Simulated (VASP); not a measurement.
# MgS (strained zincblende), r²SCAN single-point calculation: Ansatz's output and VASP's

```xyz
2
Lattice="0.0000 2.8309 2.6851 2.8309 0.0000 2.6851 2.8309 2.8309 0.0000" Properties=species:S:1:pos:R:3 pbc="T T T"
Mg    0.0000    0.0000    0.0000
S     1.4154    1.4154    1.3425
```

Ansatz printed

```
SCF 1 converged in 6 iterations: F = -2835.484481 eV  dr2 = 1.02e-9
  greatest PAW one-centre occupation: 1.000 electrons in one spin orbital (limit 2), on the Mg atom at site 0 (counted from 0), in its partial waves of l = 0
NSCF: frozen V_eff on 6 k-points
SCF converged after 6 iterations
Free energy (F): -2835.484481 eV
Harris-Foulkes:  -2835.484481 eV  (|F-HF|=3.94e-10)
Internal energy: -2835.484481 eV  (E = F + TS)
E sigma→0 (E₀):  -2835.484481 eV
Fermi energy:    3.380222 eV
--- Per-component energies (eV) ---
  E_band       = -379.725761
  E_kinetic    = 184.662679
  E_local      = -1860.269246  (includes V_loc(G=0)·N_el)
  E_nonlocal   = 123.821067
  E_hartree    = 674.530612
  E_xc         = -120.514560
  E_vxc        = -136.092215  (∫ρ·V_xc dr)
  E_paw        = -905.643240  (= ΣΔE_a)
  E_vpaw       = -48.010351  (= ΣTr[D̂ρ^β])
  E_aug_tail   = -0.000001  (compensation charges beyond the density's cutoff)
  E_vtau       = 7.100792  (kinetic-family band-sum trace: ∫τ·v_τ [+ j·A + Jᵃ·Aᵃ] dr)
  E_ewald      = -931.935817
  E_core_change = -0.135975  (= ΣΔE_core)
  E_smearing   = -0.000000  (= −TS)
  E_closure    = 0.000000  (closes the sum)
  Σ components = -2835.484481   (vs F -2835.484481, Δ=0.00e0)
--- Forces (eV/Å), atoms counted from 1 ---
  atom   1  Mg     0.00000000     0.00000000    -0.00000000
  atom   2  S     -0.00000000     0.00000000     0.00000000
  max |Σ_I F_I| component: 8.67e-17 eV/Å
--- Stress (GPa, compression-positive) ---
        3.172483      -0.000000       0.000000
       -0.000000       3.172483       0.000000
       -0.000000       0.000000       3.961357
  P = ⅓ Tr σ = 3.4354 GPa (34.354 kbar)
--- Band table (eV; the first three rows and the last of 59) ---
  k-point 0: bands = ["-73.0657", "-38.1768", "-38.1653", "-38.1653", "-8.6343", "3.2497", "3.2497", "3.3802", "7.7108", "11.9986", "11.9986", "12.0510"]
  k-point 1: bands = ["-73.0657", "-38.1770", "-38.1656", "-38.1654", "-8.5341", "2.6042", "3.1776", "3.2973", "8.3649", "11.8413", "12.1581", "12.2523"]
  k-point 2: bands = ["-73.0656", "-38.1776", "-38.1664", "-38.1656", "-8.2736", "1.3616", "3.0153", "3.2004", "9.1967", "11.9059", "11.9696", "12.4619"]
  k-point 58: bands = ["-73.0655", "-38.1805", "-38.1669", "-38.1669", "-7.5270", "0.4921", "2.0054", "2.0054", "7.4883", "9.3518", "16.4372", "16.8544"]
```

Datasets and cutoffs are each program's own. VASP's cell holds 8 valence electrons and Ansatz's 16. Ansatz's stress includes a Pulay correction; VASP's doesn't.

Question: What does VASP give for the same cell and level of theory?

Answer: gap between bands v and c 4.11 eV; least direct gap 4.32 eV; pressure 3.2 GPa.

From OUTCAR

```
k-points           NKPTS =     59   k-points in BZ     NKDIM =     59   number of bands    NBANDS=     11

   NELECT =       8.0000    total number of electrons

   dimension x,y,z NGX =    30 NGY =   30 NGZ =   30
   dimension x,y,z NGXF=    60 NGYF=   60 NGZF=   60

  energy-cutoff  :      520.00
  volume of cell :       43.04
      direct lattice vectors                 reciprocal lattice vectors
     0.000000000  2.830876839  2.685086682    -0.176623721  0.176623721  0.186213728
     2.830876839  0.000000000  2.685086682     0.176623721 -0.176623721  0.186213728
     2.830876839  2.830876839  0.000000000     0.176623721  0.176623721 -0.186213728

 k-points in reciprocal lattice and weights: KPOINTS created by Atomic Simulation Env
   0.00000000  0.00000000  0.00000000       0.002
   0.12500000 -0.00000000  0.00000000       0.016
   0.25000000 -0.00000000  0.00000000       0.016
   0.37500000 -0.00000000  0.00000000       0.016
   0.50000000 -0.00000000  0.00000000       0.008
   0.12500000  0.12500000  0.00000000       0.004
   0.25000000  0.12500000  0.00000000       0.016
   0.37500000  0.12500000  0.00000000       0.016
   ...

 E-fermi :   1.2482

 k-point     1 :       0.0000    0.0000    0.0000
  band No.  band energies     occupation
      1     -10.8135      2.00000
      2       1.0697      2.00000
      3       1.0697      2.00000
      4       1.2003      2.00000
      5       5.5192      0.00000
      6       9.8364      0.00000
      7       9.8364      0.00000
      8       9.8871      0.00000
      9      12.2185      0.00000
     10      13.0742      0.00000
     11      15.7813      0.00000

 k-point     2 :       0.1250   -0.0000    0.0000
  band No.  band energies     occupation
      1     -10.7142      2.00000
      2       0.4225      2.00000
      3       0.9973      2.00000
      4       1.1170      2.00000
      5       6.1743      0.00000
      6       9.6742      0.00000
      7       9.9968      0.00000
      8      10.0909      0.00000
      9      11.8567      0.00000
     10      12.5061      0.00000
     11      15.3812      0.00000

 k-point     3 :       0.2500   -0.0000    0.0000
  band No.  band energies     occupation
      1     -10.4560      2.00000
      2      -0.8223      2.00000
      3       0.8342      2.00000
      4       1.0194      2.00000
      5       7.0072      0.00000
      6       9.7332      0.00000
      7       9.8102      0.00000
      8      10.3037      0.00000
      9      12.2822      0.00000
     10      12.3669      0.00000
     11      14.5295      0.00000

 k-point     4 :       0.3750   -0.0000    0.0000
  band No.  band energies     occupation
      1     -10.1649      2.00000
      2      -1.8352      2.00000
      3       0.6852      2.00000
      4       0.9321      2.00000
      5       7.1097      0.00000
      6       9.3289      0.00000
      7       9.8581      0.00000
      8      10.4873      0.00000
      9      13.5619      0.00000
     10      13.8996      0.00000
     11      14.6607      0.00000

 k-point     5 :       0.5000   -0.0000    0.0000
  band No.  band energies     occupation
      1     -10.0321      2.00000
      2      -2.2239      2.00000
      3       0.6269      2.00000
      4       0.8980      2.00000
      5       7.0513      0.00000
      6       9.1336      0.00000
      7       9.7286      0.00000
      8      10.6714      0.00000
      9      14.8997      0.00000
     10      15.3188      0.00000
     11      15.4697      0.00000

 k-point     6 :       0.1250    0.1250    0.0000
  band No.  band energies     occupation
      1     -10.6719      2.00000
      2       0.5049      2.00000
      3       0.8498      2.00000
      4       0.8498      2.00000
      5       6.4432      0.00000
      6       9.2664      0.00000
      7      10.2864      0.00000
      8      10.2864      0.00000
      9      11.7708      0.00000
     10      12.5245      0.00000
     11      16.3676      0.00000

 k-point     7 :       0.2500    0.1250    0.0000
  band No.  band energies     occupation
      1     -10.4592      2.00000
      2      -0.4891      2.00000
      3       0.6424      2.00000
      4       0.7936      2.00000
      5       7.1995      0.00000
      6       8.9823      0.00000
      7      10.2722      0.00000
      8      10.4701      0.00000
      9      11.6138      0.00000
     10      12.9884      0.00000
     11      15.5414      0.00000

 k-point     8 :       0.3750    0.1250    0.0000
  band No.  band energies     occupation
      1     -10.1744      2.00000
      2      -1.5119      2.00000
      3       0.4990      2.00000
      4       0.6569      2.00000
      5       7.4082      0.00000
      6       9.2422      0.00000
      7       9.9938      0.00000
      8      10.0376      0.00000
      9      12.8316      0.00000
     10      14.4516      0.00000
     11      15.3776      0.00000

 ...

  Total        0.7732805      0.7732805      0.9948642      0.0000000      0.0000000      0.0000000
  in kB       28.7883893     28.7883893     37.0377113      0.0000000      0.0000000      0.0000000
  external PRESSURE =      31.5381633 kB  Pullay stress =       0.0000000 kB

 POSITION                                       TOTAL-FORCE (eV/Angst)
 -----------------------------------------------------------------------------------
      0.00000      0.00000      0.00000        -0.000000      0.000000      0.000000
      1.41544      1.41544      1.34254         0.000000      0.000000     -0.000000
 -----------------------------------------------------------------------------------
    total drift:                               -0.000002     -0.000002     -0.000000

  FREE ENERGIE OF THE ION-ELECTRON SYSTEM (eV)
  ---------------------------------------------------
  free  energy   TOTEN  =       -15.4255010576 eV

  energy  without entropy=      -15.4255010576  energy(sigma->0) =      -15.42550106
```
